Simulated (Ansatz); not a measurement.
# SrO: input, output and frames of a trajectory

All numbers below come from DFT PBEsol, scalar-relativistic, plane waves, PAW (Ansatz). Settings: plane waves to 420 eV, k-mesh 2×2×2 (shifted by 0.5, 0.5, 0.5 steps), Fermi–Dirac smearing 0.069 eV. The mesh is coarse. No spin polarisation.

16 atoms, starting at 1.02 times the perfect crystal's volume (space group P6_3/mmc, the cell as given, not relaxed at this level); constant energy, velocities drawn at 800 K, fixed cell; 85 steps of 4 fs. The run is short and not equilibrated. The time step is on the long side.

The calculation finished and met its thresholds.

Command:
```bash
ansatz run input.yaml --threads 4 --pin off --max-ram 5120MiB --backend cpu --events-out ev --progress --plain --runs-dir out
```

Input:
```yaml
crystal:
  lattice:
    - [-7.1536409704, 0.0, 0.0]
    - [-3.5768204852, 6.19523481, 0.0]
    - [-3.5768204852, 0.0, -6.2584793785]
  atoms:
    - { symbol: Sr, position: [0.4583333333, 0.3333333333, 0.75] }
    - { symbol: Sr, position: [0.4583333333, 0.8333333333, 0.75] }
    - { symbol: Sr, position: [0.9583333333, 0.3333333333, 0.75] }
    - { symbol: Sr, position: [0.9583333333, 0.8333333333, 0.75] }
    - { symbol: Sr, position: [0.5416666667, 0.1666666667, 0.25] }
    - { symbol: Sr, position: [0.5416666667, 0.6666666667, 0.25] }
    - { symbol: Sr, position: [0.0416666667, 0.1666666667, 0.25] }
    - { symbol: Sr, position: [0.0416666667, 0.6666666667, 0.25] }
    - { symbol: O, position: [0.5, 0.0, 0.0] }
    - { symbol: O, position: [0.5, 0.5, 0.0] }
    - { symbol: O, position: [0.0, 0.0, 0.0] }
    - { symbol: O, position: [0.0, 0.5, 0.0] }
    - { symbol: O, position: [0.75, 0.0, 0.5] }
    - { symbol: O, position: [0.75, 0.5, 0.5] }
    - { symbol: O, position: [0.25, 0.0, 0.5] }
    - { symbol: O, position: [0.25, 0.5, 0.5] }
basis:
  ecutwfc: 420
kpoints:
  mp_grid: { grid: [2, 2, 2], shift: [0.5, 0.5, 0.5] }
hamiltonian:
  xc: pbesol
scf:
  occupations: { method: fermi_dirac, width: 0.0689 }
  lower_state_search: "off"
  convergence: { dr2_threshold: 1.0e-07 }
output:
  forces: true
  stress: true
md:
  timestep: 4.0
  n_steps: 85
  ensemble: nve
  temperature: 800.0
  initial_velocities: maxwell_boltzmann
  seed: 89157
```

Output (its end):
```
...
SCF converged after 7 iterations
Free energy (F): -32446.657229 eV
Harris-Foulkes:  -32446.657229 eV  (|F-HF|=3.38e-8)
Internal energy: -32446.657229 eV  (E = F + TS)
E sigma→0 (E₀):  -32446.657229 eV
Fermi energy:    9.660704 eV
--- Per-component energies (eV) ---
  E_band       = -502.442880
  E_kinetic    = 3370.162590
  E_local      = -7056.290881  (includes V_loc(G=0)·N_el)
  E_nonlocal   = 2012.697146
  E_hartree    = 1921.380187
  E_xc         = -1969.717996
  E_vxc        = -2058.193603  (∫ρ·V_xc dr)
  E_paw        = -22370.627374  (= ΣΔE_a)
  E_vpaw       = -613.598032  (= ΣTr[D̂ρ^β])
  E_aug_tail   = 0.019141  (compensation charges beyond the density's cutoff)
  E_ewald      = -8355.637124
  E_core_change = 1.357083  (= ΣΔE_core)
  E_smearing   = -0.000000  (= −TS)
  E_closure    = -0.000000  (closes the sum)
  Σ components = -32446.657229   (vs F -32446.657229, Δ=0.00e0)
--- Forces (eV/Å), atoms counted from 1 ---
  atom   1  Sr     0.20031794     1.10975132     0.29827959
  atom   2  Sr    -0.34980412    -0.60624433    -0.05254896
  atom   3  Sr     0.59415808     0.11627103     0.86528929
  atom   4  Sr     0.14817530    -0.55258417    -0.38000244
  atom   5  Sr    -0.93657019     0.39166717     0.23143382
  atom   6  Sr     0.24326567     0.20985753     0.03470505
  atom   7  Sr     0.10812517    -0.35312283    -0.41297401
  atom   8  Sr     0.11201544    -0.25909472    -0.19524207
  atom   9  O      0.54780315    -0.33328916    -0.09192046
  atom  10  O      0.19299755    -0.37703413     0.21666144
  atom  11  O     -0.63229540     0.13594700     0.44585770
  atom  12  O     -0.39368775     0.16351998    -0.80840317
  atom  13  O     -0.20320621     0.43833977    -0.03654286
  atom  14  O     -0.27580908     0.15917140     0.46737623
  atom  15  O      0.26863152    -0.60856954    -0.42309751
  atom  16  O      0.37579684     0.36541000    -0.15885823
  max |Σ_I F_I| component: 8.61e-5 eV/Å
--- Stress (GPa, compression-positive) ---
       -1.973927      -0.396202       0.241497
       -0.396202      -2.673508       0.296079
        0.241498       0.296079      -3.032586
  P = ⅓ Tr σ = -2.5600 GPa (-25.600 kbar)
--- MD trajectory: 85 steps, t = 0.0 → 340.0 fs ---
  final state: T = 384.2 K   F+E_penalty+E_count = -32446.65722879 eV   E_kin = 0.744935 eV
  conserved energy: peak-to-peak 1.039e-2 eV (6.495e-4 eV/atom) over 340.0 fs
```

Frames along the run (Å, eV/Å; dE is the potential energy from the first frame):

```xyz
16
Lattice="-7.154 0.000 0.000 -3.577 6.195 0.000 -3.577 0.000 -6.258" Properties=species:S:1:pos:R:3:forces:R:3 pbc="T T T" time_fs=0.00 dE_eV=0.0000 T_K=800
Sr   -7.154    2.065   -4.694    0.001    0.000    0.000
Sr   -8.942    5.163   -4.694    0.001    0.000    0.000
Sr  -10.730    2.065   -4.694    0.001    0.000    0.000
Sr  -12.519    5.163   -4.694    0.001    0.000    0.000
Sr   -5.365    1.033   -1.565   -0.001    0.000    0.000
Sr   -7.154    4.130   -1.565   -0.001    0.000    0.000
Sr   -1.788    1.033   -1.565   -0.001    0.000    0.000
Sr   -3.577    4.130   -1.565   -0.001    0.000    0.000
O    -3.577    0.000    0.000    0.000    0.000    0.000
O    -5.365    3.098    0.000    0.000    0.000    0.000
O     0.000    0.000    0.000    0.000    0.000    0.000
O    -1.788    3.098    0.000    0.000    0.000    0.000
O    -7.154    0.000   -3.129    0.000    0.000    0.000
O    -8.942    3.098   -3.129    0.000    0.000    0.000
O    -3.577    0.000   -3.129    0.000    0.000    0.000
O    -5.365    3.098   -3.129    0.000    0.000    0.000
16
Lattice="-7.154 0.000 0.000 -3.577 6.195 0.000 -3.577 0.000 -6.258" Properties=species:S:1:pos:R:3:forces:R:3 pbc="T T T" time_fs=28.00 dE_eV=1.1039 T_K=236
Sr   -7.157    1.958   -4.702   -0.248    0.636    0.327
Sr   -8.941    5.167   -4.726    0.266   -0.265    0.284
Sr  -10.811    2.099   -4.803    1.241   -0.298    1.022
Sr  -12.534    5.123   -4.592    0.053    0.304    0.093
Sr   -5.329    0.961   -1.620    0.298    0.930    0.069
Sr   -7.198    4.171   -1.571    0.276   -0.385   -0.345
Sr   -1.726    1.054   -1.478   -0.371   -0.736   -1.228
Sr   -3.609    4.282   -1.517    0.117   -1.318   -0.392
O    -3.528    0.023    0.150   -0.337   -0.496   -0.899
O    -5.439    3.133   -0.251    0.204    0.022    0.883
O     0.091   -0.044    0.145   -0.034   -0.239   -0.906
O    -1.693    2.726   -0.053   -0.784    1.991    0.357
O    -7.016   -0.075   -3.114   -0.462    0.258    0.229
O    -8.869    3.243   -3.186   -0.117   -0.227    0.155
O    -3.454    0.157   -3.206   -0.173   -0.463    0.728
O    -5.445    3.045   -3.147    0.068    0.288   -0.377
16
Lattice="-7.154 0.000 0.000 -3.577 6.195 0.000 -3.577 0.000 -6.258" Properties=species:S:1:pos:R:3:forces:R:3 pbc="T T T" time_fs=52.00 dE_eV=0.8886 T_K=344
Sr   -7.175    1.907   -4.692   -0.313    0.942   -0.023
Sr   -8.926    5.153   -4.738    0.025   -0.411    0.077
Sr  -10.809    2.112   -4.839    0.818   -0.013    0.665
Sr  -12.544    5.106   -4.504    0.053    0.272   -0.868
Sr   -5.281    0.956   -1.660    0.117    0.923    0.447
Sr   -7.219    4.183   -1.595    0.238   -0.404    0.053
Sr   -1.696    1.041   -1.469   -0.565    0.338   -0.588
Sr   -3.627    4.325   -1.499    0.402   -2.042   -0.240
O    -3.580   -0.099    0.011    0.242    0.248    0.210
O    -5.440    3.163   -0.180   -0.059   -0.231    0.557
O     0.143   -0.128    0.009   -0.497    0.865    0.506
O    -1.843    2.982   -0.015    0.024    0.037   -0.105
O    -7.049   -0.048   -3.046   -0.254    0.388   -0.515
O    -8.852    3.285   -3.193   -0.277   -0.453   -0.136
O    -3.405    0.145   -3.054   -0.208   -0.173   -0.332
O    -5.484    3.082   -3.264    0.254   -0.287    0.292
16
Lattice="-7.154 0.000 0.000 -3.577 6.195 0.000 -3.577 0.000 -6.258" Properties=species:S:1:pos:R:3:forces:R:3 pbc="T T T" time_fs=80.00 dE_eV=0.8078 T_K=386
Sr   -7.218    1.920   -4.683    0.057    0.860   -0.297
Sr   -8.907    5.109   -4.745   -0.227    0.156   -0.032
Sr  -10.743    2.123   -4.825    0.005   -0.115    0.581
Sr  -12.551    5.110   -4.471    0.093    0.248   -1.245
Sr   -5.222    1.020   -1.674   -0.585    0.282    0.457
Sr   -7.227    4.163   -1.617    0.073   -0.335    0.438
Sr   -1.704    1.045   -1.509   -0.504    0.440   -0.282
Sr   -3.619    4.234   -1.494    0.142   -0.398   -0.006
O    -3.552   -0.137   -0.072    0.243    0.499    0.513
O    -5.448    3.116    0.079    0.204   -0.011   -0.916
O     0.008    0.071   -0.004   -0.213    0.011    0.160
O    -2.013    3.332   -0.006    0.571   -0.862   -0.156
O    -7.176    0.094   -3.120    0.281   -0.545    0.228
O    -8.940    3.161   -3.217   -0.071   -0.050    0.429
O    -3.439    0.045   -3.010   -0.223   -0.171   -0.571
O    -5.425    3.023   -3.262    0.154   -0.009    0.701
16
Lattice="-7.154 0.000 0.000 -3.577 6.195 0.000 -3.577 0.000 -6.258" Properties=species:S:1:pos:R:3:forces:R:3 pbc="T T T" time_fs=104.00 dE_eV=0.7532 T_K=414
Sr   -7.251    1.988   -4.692    0.741    0.020   -0.033
Sr   -8.905    5.081   -4.753   -0.338    0.878    0.084
Sr  -10.684    2.127   -4.774   -0.745   -0.174    0.397
Sr  -12.549    5.130   -4.523    0.333    0.089   -0.652
Sr   -5.207    1.093   -1.653   -0.789   -0.722    0.379
Sr   -7.226    4.123   -1.610    0.169    0.068    0.439
Sr   -1.745    1.076   -1.562   -0.246   -0.188    0.159
Sr   -3.602    4.117   -1.495   -0.195    0.591   -0.411
O    -3.450   -0.001    0.025   -0.427   -0.018   -0.226
O    -5.392    3.064    0.042    0.221    0.178   -0.363
O    -0.181    0.275    0.065    0.590   -0.881   -0.302
O    -1.960    3.342   -0.036    0.497   -0.450    0.450
O    -7.206    0.063   -3.141    0.177   -0.379    0.252
O    -9.040    3.026   -3.121    0.392    0.327    0.027
O    -3.547   -0.099   -3.158   -0.102   -0.060    0.316
O    -5.323    2.969   -3.042   -0.277    0.722   -0.518
16
Lattice="-7.154 0.000 0.000 -3.577 6.195 0.000 -3.577 0.000 -6.258" Properties=species:S:1:pos:R:3:forces:R:3 pbc="T T T" time_fs=132.00 dE_eV=0.7900 T_K=396
Sr   -7.232    2.070   -4.706    0.932   -0.255    0.141
Sr   -8.930    5.113   -4.755   -0.319    0.739    0.137
Sr  -10.673    2.115   -4.691   -0.817   -0.421   -0.442
Sr  -12.524    5.161   -4.634    0.066    0.022    0.044
Sr   -5.252    1.123   -1.603   -0.877   -1.074    0.024
Sr   -7.210    4.083   -1.569    0.305    0.343   -0.033
Sr   -1.807    1.091   -1.605    0.500   -1.083    0.864
Sr   -3.589    4.031   -1.524    0.308    1.351   -0.275
O    -3.506    0.156    0.057   -0.427   -0.292   -0.372
O    -5.266    3.068   -0.086   -0.366    0.054    0.976
O    -0.161    0.190    0.043    0.619   -0.318   -0.103
O    -1.717    3.171    0.089   -0.214    0.074   -0.016
O    -7.174   -0.109   -3.080   -0.088    0.369   -0.212
O    -9.006    2.993   -3.033    0.220    0.125   -0.591
O    -3.693   -0.257   -3.210    0.383    0.692    0.519
O    -5.312    3.140   -2.999   -0.225   -0.327   -0.660
16
Lattice="-7.154 0.000 0.000 -3.577 6.195 0.000 -3.577 0.000 -6.258" Properties=species:S:1:pos:R:3:forces:R:3 pbc="T T T" time_fs=156.00 dE_eV=0.5650 T_K=511
Sr   -7.156    2.124   -4.709    0.267   -0.186    0.243
Sr   -8.970    5.190   -4.747    0.216    0.009    0.447
Sr  -10.713    2.078   -4.642    0.154   -0.379   -0.145
Sr  -12.497    5.190   -4.730   -0.198   -0.051    0.386
Sr   -5.349    1.078   -1.554   -0.528   -0.547   -0.076
Sr   -7.178    4.071   -1.535    0.190    0.396   -0.421
Sr   -1.831    1.039   -1.593    0.504   -0.612    0.189
Sr   -3.563    4.041   -1.569   -0.035    0.885   -0.203
O    -3.688    0.186   -0.037    0.597   -0.426    0.186
O    -5.265    3.105    0.074   -0.271    0.239   -0.365
O     0.065   -0.024   -0.021   -0.336    0.041    0.067
O    -1.573    3.038    0.180   -0.623    0.203   -1.046
O    -7.169   -0.147   -3.087   -0.059    0.418   -0.227
O    -8.898    3.018   -3.124   -0.273   -0.061    0.435
O    -3.703   -0.168   -3.084    0.242    0.646   -0.179
O    -5.380    3.219   -3.174    0.153   -0.574    0.708
16
Lattice="-7.154 0.000 0.000 -3.577 6.195 0.000 -3.577 0.000 -6.258" Properties=species:S:1:pos:R:3:forces:R:3 pbc="T T T" time_fs=184.00 dE_eV=0.6549 T_K=464
Sr   -7.053    2.172   -4.696   -0.902   -0.136   -0.033
Sr   -9.001    5.278   -4.706    0.443   -0.793    0.061
Sr  -10.751    2.013   -4.598    0.579    0.652   -0.078
Sr  -12.476    5.214   -4.810    0.117   -0.462    0.622
Sr   -5.495    0.989   -1.506    0.777    0.523   -0.332
Sr   -7.127    4.085   -1.525   -0.112    0.090   -0.207
Sr   -1.824    0.936   -1.564    0.063    0.485   -0.330
Sr   -3.534    4.115   -1.635   -0.149   -0.561    0.060
O    -3.674    0.050   -0.061    0.397   -0.113    0.413
O    -5.376    3.225    0.138   -0.010   -0.227   -0.517
O     0.173   -0.239   -0.058   -0.836    0.610    0.323
O    -1.640    2.954   -0.060   -0.250    0.100    0.375
O    -7.180   -0.030   -3.180    0.089    0.040    0.137
O    -8.876    3.044   -3.095   -0.202    0.229   -0.046
O    -3.622    0.165   -3.026   -0.207   -0.553   -0.573
O    -5.397    3.103   -3.144    0.204    0.117    0.125
16
Lattice="-7.154 0.000 0.000 -3.577 6.195 0.000 -3.577 0.000 -6.258" Properties=species:S:1:pos:R:3:forces:R:3 pbc="T T T" time_fs=208.00 dE_eV=1.1671 T_K=202
Sr   -7.018    2.203   -4.685   -1.076   -0.164   -0.112
Sr   -8.997    5.302   -4.665    0.589   -1.132   -0.197
Sr  -10.746    1.999   -4.569    0.479    1.265   -0.551
Sr  -12.455    5.208   -4.839   -0.134   -0.317    0.516
Sr   -5.576    0.943   -1.486    1.261    1.029   -0.398
Sr   -7.090    4.105   -1.531   -0.401   -0.224   -0.059
Sr   -1.812    0.875   -1.557   -0.305    0.958   -0.180
Sr   -3.521    4.149   -1.687   -0.394   -1.010    0.482
O    -3.520   -0.108    0.048   -0.597    0.416   -0.389
O    -5.476    3.251    0.012    0.320   -0.745    0.160
O     0.002   -0.221    0.010    0.264    0.581   -0.048
O    -1.802    2.935   -0.186    0.121    0.344    0.978
O    -7.170    0.096   -3.214   -0.092   -0.191    0.448
O    -8.929    3.136   -3.072    0.152    0.141   -0.637
O    -3.604    0.263   -3.135   -0.099   -1.350    0.551
O    -5.347    3.025   -3.054   -0.087    0.398   -0.565
16
Lattice="-7.154 0.000 0.000 -3.577 6.195 0.000 -3.577 0.000 -6.258" Properties=species:S:1:pos:R:3:forces:R:3 pbc="T T T" time_fs=236.00 dE_eV=0.6965 T_K=442
Sr   -7.062    2.223   -4.682   -0.863   -0.556   -0.123
Sr   -8.950    5.250   -4.631    0.179   -0.129   -0.359
Sr  -10.705    2.062   -4.573    0.055   -0.140   -0.580
Sr  -12.443    5.177   -4.830   -0.549   -0.013    0.517
Sr   -5.571    0.966   -1.490    1.193    0.529   -0.005
Sr   -7.079    4.113   -1.547   -0.480   -0.180   -0.140
Sr   -1.823    0.876   -1.560   -0.413    0.780    0.319
Sr   -3.534    4.115   -1.710   -0.306   -0.337    0.696
O    -3.553   -0.136    0.036   -0.157    0.248   -0.241
O    -5.468    3.001   -0.081    0.236    0.042    0.266
O    -0.105    0.018    0.059    0.374   -0.220   -0.276
O    -1.925    3.058    0.000    0.513    0.307   -0.449
O    -7.193    0.151   -3.100   -0.077   -0.413   -0.178
O    -8.948    3.279   -3.245   -0.034   -0.489    0.497
O    -3.608   -0.073   -3.099    0.266    0.377    0.061
O    -5.304    3.093   -3.152    0.062    0.193   -0.005
16
Lattice="-7.154 0.000 0.000 -3.577 6.195 0.000 -3.577 0.000 -6.258" Properties=species:S:1:pos:R:3:forces:R:3 pbc="T T T" time_fs=260.00 dE_eV=0.9140 T_K=333
Sr   -7.155    2.205   -4.688    0.153   -0.724   -0.210
Sr   -8.895    5.190   -4.623   -0.128    0.603   -0.258
Sr  -10.665    2.116   -4.616   -0.401   -0.501   -0.755
Sr  -12.466    5.151   -4.787   -0.278    0.647    0.413
Sr   -5.489    1.019   -1.500    0.474   -0.668   -0.219
Sr   -7.102    4.106   -1.567   -0.373   -0.265    0.176
Sr   -1.856    0.931   -1.546    0.083    0.280    0.198
Sr   -3.566    4.062   -1.684   -0.014    0.487    0.447
O    -3.653   -0.058   -0.066    0.529    0.039    0.316
O    -5.365    2.804   -0.051    0.083    1.349    0.298
O    -0.071    0.165    0.016   -0.277   -0.544    0.211
O    -1.872    3.249    0.052    0.068   -0.591   -0.747
O    -7.233    0.064   -3.044    0.276   -0.065   -0.495
O    -8.963    3.244   -3.258    0.052   -0.515    0.651
O    -3.539   -0.279   -3.044   -0.128    1.038   -0.649
O    -5.258    3.211   -3.250   -0.120   -0.573    0.623
16
Lattice="-7.154 0.000 0.000 -3.577 6.195 0.000 -3.577 0.000 -6.258" Properties=species:S:1:pos:R:3:forces:R:3 pbc="T T T" time_fs=288.00 dE_eV=0.4881 T_K=550
Sr   -7.247    2.125   -4.704    1.072   -0.733    0.383
Sr   -8.844    5.163   -4.635   -0.573    0.476   -0.208
Sr  -10.651    2.142   -4.719   -0.691   -0.421    0.042
Sr  -12.512    5.162   -4.708    0.262    0.138   -0.039
Sr   -5.359    1.040   -1.525   -0.406   -0.408   -0.312
Sr   -7.155    4.084   -1.581    0.100    0.309    0.021
Sr   -1.886    1.017   -1.516    0.715   -0.155   -0.179
Sr   -3.604    4.039   -1.618    0.262    0.910    0.093
O    -3.595    0.053   -0.066   -0.178   -0.033    0.245
O    -5.246    3.058    0.058   -0.512    0.198   -0.330
O    -0.100    0.134    0.024    0.296   -0.064   -0.109
O    -1.764    3.258   -0.127   -0.085   -0.402    0.714
O    -7.166   -0.065   -3.161    0.242    0.122    0.033
O    -8.952    3.011   -3.056    0.143    0.201   -0.595
O    -3.516   -0.130   -3.185   -0.277    0.252    0.297
O    -5.270    3.124   -3.150   -0.370   -0.390   -0.055
16
Lattice="-7.154 0.000 0.000 -3.577 6.195 0.000 -3.577 0.000 -6.258" Properties=species:S:1:pos:R:3:forces:R:3 pbc="T T T" time_fs=312.00 dE_eV=0.7832 T_K=400
Sr   -7.261    2.011   -4.698    0.935    0.068    0.525
Sr   -8.835    5.174   -4.659   -0.502    0.571   -0.138
Sr  -10.684    2.135   -4.808   -0.459   -0.258    0.605
Sr  -12.538    5.187   -4.641    0.298   -0.133   -0.282
Sr   -5.271    1.026   -1.569   -0.784   -0.330   -0.490
Sr   -7.197    4.081   -1.589    0.332    0.213    0.109
Sr   -1.868    1.079   -1.499    0.635   -0.665   -0.125
Sr   -3.620    4.077   -1.555    0.331    0.581   -0.185
O    -3.579    0.132    0.018   -0.373   -0.258   -0.288
O    -5.299    3.369    0.058   -0.282   -1.052   -0.324
O    -0.038    0.065    0.003    0.479    0.099   -0.260
O    -1.707    3.116   -0.089   -0.295    0.251    0.563
O    -7.036   -0.140   -3.257   -0.500   -0.072    0.600
O    -8.896    2.880   -3.050   -0.071    0.764   -0.538
O    -3.580    0.109   -3.236    0.303   -0.567    0.599
O    -5.397    2.921   -3.056   -0.044    0.787   -0.371
16
Lattice="-7.154 0.000 0.000 -3.577 6.195 0.000 -3.577 0.000 -6.258" Properties=species:S:1:pos:R:3:forces:R:3 pbc="T T T" time_fs=340.00 dE_eV=0.8111 T_K=384
Sr   -7.206    1.888   -4.649    0.200    1.110    0.298
Sr   -8.863    5.221   -4.698   -0.350   -0.606   -0.053
Sr  -10.748    2.108   -4.864    0.594    0.116    0.865
Sr  -12.545    5.202   -4.584    0.148   -0.553   -0.380
Sr   -5.232    0.990   -1.651   -0.937    0.392    0.231
Sr   -7.221    4.095   -1.590    0.243    0.210    0.035
Sr   -1.800    1.106   -1.494    0.108   -0.353   -0.413
Sr   -3.615    4.163   -1.494    0.112   -0.259   -0.195
O    -3.666    0.104    0.010    0.548   -0.333   -0.092
O    -5.471    3.357   -0.058    0.193   -0.377    0.217
O     0.177    0.021   -0.091   -0.632    0.136    0.446
O    -1.777    3.038    0.125   -0.394    0.164   -0.808
O    -7.067   -0.234   -3.151   -0.203    0.438   -0.037
O    -8.870    3.011   -3.214   -0.276    0.159    0.467
O    -3.536    0.151   -3.101    0.269   -0.609   -0.423
O    -5.558    2.979   -3.091    0.376    0.365   -0.159
```